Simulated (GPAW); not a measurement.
## Ta: relaxation of cell and atoms with RPBE

Ta:

```
Ta
1.0
    -1.65128    1.65128    1.65128
     1.65128   -1.65128    1.65128
     1.65128    1.65128   -1.65128
Ta
1
Direct
  0.00000 0.00000 0.00000
```

```yaml
Program: GPAW 26.7.0
Task: relaxation of cell and atoms
Functional: RPBE
Potentials_or_basis: the program's PAW data sets (release 1.2.1) made for this functional
Cutoff: 600 eV
Basis: pw
k_mesh: 11 × 11 × 11
Occupations: fermi-dirac, width 0.05 eV
Spin: no spin polarisation
Maxiter: 150
Optimizer: BFGS
Fmax: 0.05 eV/Å
Max_steps: 40
Convergence: density=1e-05 forces=0.0001
```

```
Relaxed volume                         : 18.59 Å³/atom
Relaxed cell                           : a = 2.891 Å, b = 2.891 Å, c = 2.891 Å, α = 109.47°, β = 109.47°, γ = 109.47°
Space group after relaxing (to 0.05 Å) : Im-3m (No. 229)
Energy gained by relaxing              : 11.5 meV/atom
Ionic steps                            : 2
Pressure after relaxing                : 0.3 GPa
Band gap on the k mesh                 : none (metal or under the smearing width)
```

Step by step:
```
step  energy change (eV)  largest force (eV/Å)  pressure (GPa)  volume (Å³)
   1              0.0000                0.0000            6.61        18.01
   2             -0.0115                0.0000            0.30        18.59
```

Final structure:
```yaml
crystal:
  lattice:
    - [-1.66891, 1.66891, 1.66891]
    - [1.66891, -1.66891, 1.66891]
    - [1.66891, 1.66891, -1.66891]
  atoms:
    - { symbol: Ta, position: [0.00000, 0.00000, 0.00000] }
```

Levels at points of the mesh, in eV from the Fermi level:
| k point | band 3 | band 4 | band 5 | band 6 | band 7 | band 8 | band 9 | band 10 |
| --- | --- | --- | --- | --- | --- | --- | --- | --- |
| (0.00, 0.00, 0.00) | -33.25 | -33.25 | -7.73 | 0.77 | 0.77 | 0.77 | 3.90 | 3.90 |

It took 37 s on 1 thread of Arm Neoverse N1, on a shared host, peak memory 0.15 GiB.

Caveat: later steps reuse the first step's grids. RPBE and its kin give volumes clearly too large for solids.
